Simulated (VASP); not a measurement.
# InP (F-43m) in VASP: further runs

One crystal, InP, is run at these levels: PBEsol; tasks: relaxation of cell and atoms, single point.

Program: VASP 6.6.1. These are calculated values, not measurements. Logs are shortened: lines on timing, memory, paths and dates and some standing lists are left out, and cuts for length are marked.

**What was measured.**

A printed reference work, data compilation reports, for a bulk crystal of InP at 1.6 K: band gap 1.4236 eV (direct).

The results are compared with them further down.

**1. The crystal as given**

Symmetry: F-43m, No. 216, cubic system. The conventional cell has a = 5.878 Å, b = 5.878 Å, c = 5.878 Å, α = 90.00°, β = 90.00°, γ = 90.00°. In (site symmetry -43m) is surrounded by 4 P at 2.55 Å. P (site symmetry -43m) is surrounded by 4 In at 2.55 Å.

**2. Relaxation of cell and atoms, PBEsol**

INCAR reads:

```
SYSTEM = InP
PREC     = Accurate       ! precision mode
ENCUT    = 600            ! plane-wave cutoff, eV
EDIFF    = 1E-6           ! SCF threshold, eV
ISMEAR   = 0              ! smearing method
SIGMA    = 0.02           ! smearing width, eV
LREAL    = .FALSE.        ! projectors in reciprocal space
LASPH    = .TRUE.         ! aspherical terms in the spheres
NELM     = 60             ! most SCF steps
ALGO     = Fast           ! electronic algorithm
ISIF     = 3              ! what is computed and relaxed
LWAVE    = .FALSE.        ! write WAVECAR
LCHARG   = .FALSE.        ! write CHGCAR
GGA      = PS             ! functional
IBRION   = 2              ! ionic algorithm
NSW      = 100            ! ionic steps
EDIFFG   = -0.005         ! ionic threshold
```

KPOINTS reads:

```
Automatic mesh
0
G
  10 10 10
  0 0 0
```

POSCAR reads:

```
InP
1.0
    0.0000000000     -2.9390910345     -2.9390910345
    2.9390910345      0.0000000000     -2.9390910345
    2.9390910345     -2.9390910345      0.0000000000
In P
1 1
Direct
    0.0000000000      0.0000000000      0.0000000000
    0.7500000000      0.7500000000      0.7500000000
```

Potentials or basis: VASP PAW PBE potentials, release 64 (In_d, P).

Launch:

```bash
cat potpaw_PBE.64/In_d/POTCAR potpaw_PBE.64/P/POTCAR > POTCAR
mpirun -np 1 vasp_std > vasp.out
```

OUTCAR:

```text
SYSTEM = InP
   PREC = Accurate
   ENCUT = 600
   EDIFF = 1E-6
   ISMEAR = 0
   LREAL = .FALSE.
   LASPH = .TRUE.
   NELM = 60
   ISIF = 3
   GGA = PS
   IBRION = 2
   NSW = 100
   EDIFFG = -0.005

 ion  position               nearest neighbor table
   1  0.000  0.000  0.000-   2 2.55   2 2.55   2 2.55   2 2.55
   2  0.750  0.750  0.750-   1 2.55   1 2.55   1 2.55   1 2.55

  LATTYP: Found a face centered cubic cell.
 ALAT       =     5.8781820690

  Lattice vectors:

 A1 = (   0.0000000000,  -2.9390910345,  -2.9390910345)
 A2 = (   2.9390910345,   0.0000000000,  -2.9390910345)
 A3 = (   2.9390910345,  -2.9390910345,   0.0000000000)

Analysis of symmetry for initial positions (statically):
=====================================================================
 Subroutine PRICEL returns:
 Original cell was already a primitive cell.

 Routine SETGRP: Setting up the symmetry group for a
 face centered cubic supercell.

 Subroutine GETGRP returns: Found 24 space group operations
 (whereof 24 operations were pure point group operations)
 out of a pool of 48 trial point group operations.

The static configuration has the point symmetry T_d .

Analysis of symmetry for dynamics (positions and initial velocities):
=====================================================================
 Subroutine PRICEL returns:
 Original cell was already a primitive cell.

 Routine SETGRP: Setting up the symmetry group for a
 face centered cubic supercell.

 Subroutine GETGRP returns: Found 24 space group operations
 (whereof 24 operations were pure point group operations)
 out of a pool of 48 trial point group operations.

The dynamic configuration has the point symmetry T_d .

 Subroutine INISYM returns: Found 24 space group operations
 (whereof 24 operations are pure point group operations),
 and found     1 'primitive' translations

----------------------------------------------------------------------------------------

                                     Primitive cell

  volume of cell :      50.7772

  direct lattice vectors                    reciprocal lattice vectors
     0.000000000 -2.939091035 -2.939091035    -0.170120624 -0.170120624 -0.170120624
[... 107 lines left out ...]
  volume/ion in A,a.u.               =      25.39       171.33
  Fermi-wavevector in a.u.,A,eV,Ry     =   1.158624  2.189482 18.264600  1.342410
  Thomas-Fermi vector in A             =   2.295225
   LORBIT       =      0    0 simple, 1 ext, 2 COOP (PROOUT), +10 PAW based schemes
   GGA     = PS    functional components
   LHFCALC =     F    Hartree Fock is set to
   AEXX    =    0.0000 exact exchange contribution
   IVDW    =     0    specifies the selected vdW correction
   LEPSILON=     F    determine dielectric tensor
   LRPA    =     F    only Hartree local field effects (RPA)
 conjugate gradient relaxation of ions
 non-spin polarized calculation
 RMM-DIIS sequential band-by-band and
 Gauss-broadening in eV      SIGMA  =   0.02
  energy-cutoff  :      600.00
  volume of cell :       50.78
 maximum number of plane-waves:      1717
 NGX is ok and might be reduce to    36
   NGX = 17   NGY = 17   NGZ = 17

--------------------------------------- Ionic step        1  -------------------------------------------

 number of electron      17.9999998 magnetization

 Free energy of the ion-electron system (eV)
  ---------------------------------------------------
  ext. energy  EPLUGINS =         0.00000000
  ---------------------------------------------------
  free energy    TOTEN  =        -9.15706748 eV

  energy without entropy =       -9.15706748  energy(sigma->0) =       -9.15706748

------------------------ aborting loop because EDIFF is reached ----------------------------------------

  FORCE on cell =-STRESS in cart. coord.  units (eV):
  Direction    XX          YY          ZZ          XY          YZ          ZX
  --------------------------------------------------------------------------------------
  -------------------------------------------------------------------------------------
  Total        0.0131458      0.0131458      0.0131458     -0.0000000      0.0000000      0.0000000
  in kB        0.4147916      0.4147916      0.4147916     -0.0000000      0.0000000      0.0000000
  external PRESSURE =       0.4147916 kB  Pullay stress =       0.0000000 kB
[... 59 lines left out ...]
--------------------------------------- Ionic step        3  -------------------------------------------

 number of electron      17.9999998 magnetization

 Free energy of the ion-electron system (eV)
  ---------------------------------------------------
  ext. energy  EPLUGINS =         0.00000000
  ---------------------------------------------------
  free energy    TOTEN  =        -9.15706826 eV

  energy without entropy =       -9.15706826  energy(sigma->0) =       -9.15706826

 E-fermi :   5.1021     XC(G=0):  -9.4387

 val. band max:        4.9901940127   @ k =   0.0000   0.0000   0.0000
 cond. band min:       5.5559237393   @ k =   0.0000   0.0000   0.0000
 fundamental gap:      0.5657297267
 Fermi energy:         5.1021399263

 k-point     1 :       0.0000    0.0000    0.0000
  band No.  band energies     occupation
      1      -9.1387      2.00000
      2      -9.1387      2.00000
      3      -9.1387      2.00000
      4      -8.9887      2.00000
      5      -8.9887      2.00000
      6      -6.4944      2.00000
      7       4.9902      2.00000
      8       4.9902      2.00000
      9       4.9902      2.00000
     10       5.5559      0.00000
     11       9.0073      0.00000
     12       9.0073      0.00000
     13       9.0073      0.00000
[... 354 lines left out ...]
  band No.  band energies     occupation
      1      -9.2857      2.00000
      2      -9.0635      2.00000
      3      -9.0601      2.00000
      4      -9.0236      2.00000
      5      -8.9625      2.00000
      6      -4.8295      2.00000
      7       0.2294      2.00000
      8       2.7950      2.00000
      9       3.0663      2.00000
     10       7.1392      0.00000
     11       7.9325      0.00000
     12      11.7335      0.00000
     13      12.4101      0.00000

 [... further k-points ...]

------------------------ aborting loop because EDIFF is reached ----------------------------------------

  FORCE on cell =-STRESS in cart. coord.  units (eV):
  Direction    XX          YY          ZZ          XY          YZ          ZX
  --------------------------------------------------------------------------------------
  -------------------------------------------------------------------------------------
  Total        0.0019704      0.0019704      0.0019704     -0.0000000     -0.0000000      0.0000000
  in kB        0.0621439      0.0621439      0.0621439     -0.0000000     -0.0000000      0.0000000
  external PRESSURE =       0.0621439 kB  Pullay stress =       0.0000000 kB
[... 17 lines left out ...]
  FREE ENERGIE OF THE ION-ELECTRON SYSTEM (eV)
  ---------------------------------------------------
  free  energy   TOTEN  =        -9.1570682618 eV

  energy  without entropy=       -9.1570682618  energy(sigma->0) =       -9.15706826

 reached required accuracy - stopping structural energy minimisation
```

OSZICAR:

```text
N       E                     dE             d eps       ncg     rms          rms(c)
DAV:   1     0.121209461901E+03    0.12121E+03   -0.93823E+03  1222   0.170E+03
DAV:   2    -0.204760454650E+00   -0.12141E+03   -0.11765E+03  1267   0.359E+02
DAV:   3    -0.927939605582E+01   -0.90746E+01   -0.90200E+01  1577   0.978E+01
[... 26 lines left out ...]
       N       E                     dE             d eps       ncg     rms          rms(c)
DAV:   1    -0.915711277768E+01   -0.46264E-04   -0.10988E-03  1552   0.745E-01    0.530E-02
RMM:   2    -0.915707339065E+01    0.39387E-04   -0.76888E-05  1297   0.163E-01    0.222E-02
RMM:   3    -0.915706770667E+01    0.56840E-05   -0.24362E-05  1230   0.785E-02    0.220E-03
RMM:   4    -0.915706826177E+01   -0.55510E-06   -0.29998E-06   926   0.207E-02
   3 F= -.91570683E+01 E0= -.91570683E+01  d E =-.779065E-06
```

It took 51 s on 1 thread of AMD EPYC 9R45 (Zen 5), shared host; peak memory 0.21 GiB.

What came out:

```yaml
Free_energy: -9.1571 eV
Relaxed_volume: 25.40 Å³/atom
Relaxed_cell: a = 4.157 Å, b = 4.157 Å, c = 4.157 Å, α = 60.00°, β = 60.00°, γ = 60.00°
Space_group_after_relaxing_to_0.05_Å: F-43m (No. 216)
Energy_gained_by_relaxing: 0.0 meV/atom
Ionic_steps: 3
Pressure_after_relaxing: 0.0 GPa
Band_gap_on_the_k_mesh: 0.57 eV, direct
```

Final structure:
```yaml
crystal:
  lattice:
    - [0.00000, -2.93952, -2.93952]
    - [2.93952, 0.00000, -2.93952]
    - [2.93952, -2.93952, 0.00000]
  atoms:
    - { symbol: In, position: [0.00000, 0.00000, 0.00000] }
    - { symbol: P, position: [0.75000, 0.75000, 0.75000] }
```

Levels at points of the mesh, in eV from the valence-band top:
| k point | band 7 | band 8 | band 9 | band 10 | band 11 | band 12 |
| --- | --- | --- | --- | --- | --- | --- |
| (0.00, 0.00, 0.00) | 0.00 | 0.00 | 0.00 | 0.57 | 4.02 | 4.02 |
| (0.50, 0.00, 0.00) | -5.75 | -0.97 | -0.97 | 1.38 | 4.74 | 4.74 |
| (0.50, 0.50, 0.00) | -5.78 | -2.32 | -2.32 | 1.65 | 2.17 | 9.04 |

Caveat: the PAW data sets were made with another functional, which shifts forces and pressure a little; spin-orbit coupling is left out, which moves the levels of the heavy elements. A hybrid or GW would open this gap; PBEsol tends to underestimate it.

**3. Single point, PBEsol**

This run uses another cell than the first one, of 25.17 Å³/atom, 0.991 times its volume.

INCAR reads:

```
PREC     = Accurate       # precision mode
ENCUT    = 520            # plane-wave cutoff, eV
EDIFF    = 1E-7           # SCF threshold, eV
ISMEAR   = 0              # smearing method
SIGMA    = 0.1            # smearing width, eV
LREAL    = F              # projectors in reciprocal space
LASPH    = T              # aspherical terms in the spheres
NELM     = 80             # most SCF steps
ALGO     = Normal         # electronic algorithm
ISIF     = 2              # what is computed and relaxed
LWAVE    = F              # write WAVECAR
LCHARG   = F              # write CHGCAR
GGA      = PS             # functional
NBANDS   = 16             # bands
```

KPOINTS reads:

```
Automatic mesh
0
Gamma
  6 6 6
```

POSCAR reads:

```
InP
1.0
    0.0000000000     -2.9305000000     -2.9305000000
    2.9305000000      0.0000000000     -2.9305000000
    2.9305000000     -2.9305000000      0.0000000000
In P
1 1
Direct
    0.0000000000      0.0000000000      0.0000000000
    0.7500000000      0.7500000000      0.7500000000
```

Potentials or basis: VASP PAW PBE potentials, release 64 (In_d, P).

Launch:

```bash
cat potpaw_PBE.64/In_d/POTCAR potpaw_PBE.64/P/POTCAR > POTCAR
mpirun -np 1 vasp_std > vasp.out
```

OUTCAR:

```text
PREC = Accurate
   ENCUT = 520
   EDIFF = 1E-7
   ISMEAR = 0
   LREAL = F
   LASPH = T
   NELM = 80
   ISIF = 2
   GGA = PS

 ion  position               nearest neighbor table
   1  0.000  0.000  0.000-   2 2.54   2 2.54   2 2.54   2 2.54
   2  0.750  0.750  0.750-   1 2.54   1 2.54   1 2.54   1 2.54

  LATTYP: Found a face centered cubic cell.
 ALAT       =     5.8610000000

  Lattice vectors:

 A1 = (   0.0000000000,  -2.9305000000,  -2.9305000000)
[... 480 lines left out ...]
------------------------ aborting loop because EDIFF is reached ----------------------------------------

  FORCE on cell =-STRESS in cart. coord.  units (eV):
  Direction    XX          YY          ZZ          XY          YZ          ZX
  --------------------------------------------------------------------------------------
  -------------------------------------------------------------------------------------
  Total        0.1824669      0.1824669      0.1824669      0.0000000     -0.0000000     -0.0000000
  in kB        5.8081711      5.8081711      5.8081711      0.0000000     -0.0000000     -0.0000000
  external PRESSURE =       5.8081711 kB  Pullay stress =       0.0000000 kB

 VOLUME and BASIS-vectors are now :
 -----------------------------------------------------------------------------
  energy-cutoff  :      520.00
  volume of cell :       50.33
      direct lattice vectors                 reciprocal lattice vectors
     0.000000000 -2.930500000 -2.930500000    -0.170619348 -0.170619348 -0.170619348
     2.930500000  0.000000000 -2.930500000     0.170619348  0.170619348 -0.170619348
     2.930500000 -2.930500000  0.000000000     0.170619348 -0.170619348  0.170619348

 POSITION                                       TOTAL-FORCE (eV/Angst)
 -----------------------------------------------------------------------------------
      0.00000      0.00000      0.00000        -0.000000      0.000000      0.000000
      4.39575     -4.39575     -4.39575         0.000000     -0.000000     -0.000000
 -----------------------------------------------------------------------------------
    total drift:                                0.000000     -0.000000      0.000000

  FREE ENERGIE OF THE ION-ELECTRON SYSTEM (eV)
  ---------------------------------------------------
  free  energy   TOTEN  =        -9.1421016386 eV

  energy  without entropy=       -9.1421015618  energy(sigma->0) =       -9.14210160
```

OSZICAR:

```text
N       E                     dE             d eps       ncg     rms          rms(c)
DAV:   1     0.107452330167E+03    0.10745E+03   -0.84564E+03   512   0.126E+03
DAV:   2    -0.262747991693E+01   -0.11008E+03   -0.10627E+03   584   0.288E+02
DAV:   3    -0.937687713062E+01   -0.67494E+01   -0.67188E+01   680   0.713E+01
DAV:   4    -0.954568796573E+01   -0.16881E+00   -0.16877E+00   640   0.122E+01
DAV:   5    -0.955317496667E+01   -0.74870E-02   -0.74868E-02   768   0.216E+00    0.549E+00
DAV:   6    -0.918006491388E+01    0.37311E+00   -0.57413E-01   816   0.135E+01    0.321E+00
DAV:   7    -0.914443341002E+01    0.35632E-01   -0.13699E-01   768   0.335E+00    0.111E+00
DAV:   8    -0.914178898445E+01    0.26444E-02   -0.14682E-02   648   0.139E+00    0.324E-01
DAV:   9    -0.914200911415E+01   -0.22013E-03   -0.11527E-03   632   0.361E-01    0.150E-01
DAV:  10    -0.914207426017E+01   -0.65146E-04   -0.17228E-04   784   0.163E-01    0.984E-02
DAV:  11    -0.914210253809E+01   -0.28278E-04   -0.43174E-05   584   0.737E-02    0.336E-02
DAV:  12    -0.914210154653E+01    0.99156E-06   -0.52340E-06   600   0.254E-02    0.972E-03
DAV:  13    -0.914210163857E+01   -0.92043E-07   -0.72049E-07   640   0.435E-03
   1 F= -.91421016E+01 E0= -.91421016E+01  d E =-.767877E-07
```

It took 7 s on 1 thread of AMD EPYC 9R45 (Zen 5), shared host; peak memory 0.15 GiB.

Results:

* Free energy: -9.1421 eV
* Pressure: 0.6 GPa
* Band gap on the k mesh: 0.61 eV, direct

Caveat: the PAW data sets were made with another functional, which shifts forces and pressure a little; spin-orbit coupling is left out, which moves the levels of the heavy elements.

**4. Comparison with measurements**

Step 3. Measured gap of InP: 1.4236 eV (direct; 1.6 K; a printed reference work, data compilation). This calculation gives 0.61 eV (-0.81 eV). Spin-orbit coupling on In is left out. The value is that of PBEsol, without temperature or zero-point motion. Semilocal functionals fall short of measured gaps as a rule.
